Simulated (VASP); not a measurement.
A run of VASP 6.6.1 is set up as follows.

Contents of INCAR:

```
PREC = Accurate
ENCUT = 520
EDIFF = 1E-7
ISMEAR = 0
SIGMA = 0.01
LREAL = False
LASPH = True
NELM = 100
ALGO = Normal
ISIF = 2
LWAVE = False
LCHARG = False
GGA = PE
NBANDS = 15
```

KPOINTS

```
regular mesh
0
Gamma
  6 6 6
```

File POSCAR:

```
CaSe
1.0
    0.0000000000      2.9795339202      2.9795339202
    2.9795339202      0.0000000000      2.9795339202
    2.9795339202      2.9795339202      0.0000000000
Ca Se
1 1
Direct
    0.0000000000      0.0000000000      0.0000000000
    0.5000000000      0.5000000000      0.5000000000
```

Potentials or basis: VASP PAW PBE potentials, release 64 (Ca_sv, Se).

Launch:

```bash
$ cat potpaw_PBE.64/Ca_sv/POTCAR potpaw_PBE.64/Se/POTCAR > POTCAR
$ mpirun -np 1 vasp_std > vasp.out
```

(1) Predict the band gap on the k mesh.

(2) Predict the pressure.

Results:

(1) 2.07 eV, indirect (least direct gap 2.99 eV).

(2) 0.1 GPa.

**Experimental background.**

A printed reference work, monograph, original work of 1988 reports, for a bulk crystal of CaSe at 2 K: band gap 3.85 eV (indirect).

A measured gap of CaSe is 3.85 eV (indirect; 2 K; a printed reference work, monograph, original work of 1988); the calculated 2.07 eV misses it by -1.78 eV. Spin-orbit coupling on Se is left out. The value is that of PBE on a finite k mesh, which can miss the band edges, without temperature or zero-point motion. Semilocal functionals fall short of measured gaps as a rule.
